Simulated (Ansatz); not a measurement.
**Bi under changes of volume**

One of the cells (31.117 Å³/atom); the others are scaled copies at fixed shape and fractional positions:

```
Bi
1.0
    -1.98143    1.98143    1.98143
     1.98143   -1.98143    1.98143
     1.98143    1.98143   -1.98143
Bi
1
Direct
  0.00000 0.00000 0.00000
```

This isn't the form of Bi at room conditions, which is rhombohedral.

```yaml
Program: Ansatz 0.2.0
Functional: r2SCAN
Potentials_or_basis: Ansatz PAW
Cutoff: "500 eV (not typed: the program's choice for these potentials)"
k_mesh: 9 × 9 × 9
Occupations: fermi-dirac, width 0.05 eV
Spin: no spin polarisation
```

| volume (Å³/atom) | energy over the lowest point (meV/atom) | pressure (GPa) |
| --- | --- | --- |
| 29.250 | 23.82 | 4.1 |
| 29.872 | ? | ? |
| 30.495 | 2.81 | 1.3 |
| 31.117 | 0.00 | 0.1 |
| 31.739 | 1.77 | -1.0 |
| 32.362 | 7.63 | -2.0 |
| 32.984 | 17.15 | -2.9 |

**Question.** What does the run at 29.872 Å³/atom give?

**Answer.** Energy over the lowest point 10.63 meV/atom; pressure 2.6 GPa.

Worked out: A Birch-Murnaghan fit of order 3 (a polynomial in V^(-2/3)) to the other rows has its minimum at 31.18 Å³/atom with B0 = V·E''(V) = 58 GPa and B' = 4.0. It gives 10.56 meV/atom at 29.872 Å³/atom, against the run's 10.63, and -dE/dV = 2.7 GPa, against 2.6.

Energies are extrapolated to zero smearing.

Caveats: the PAW data sets come from PBE, with cores solved anew for the run's functional, which leaves a small shift of forces and pressure.
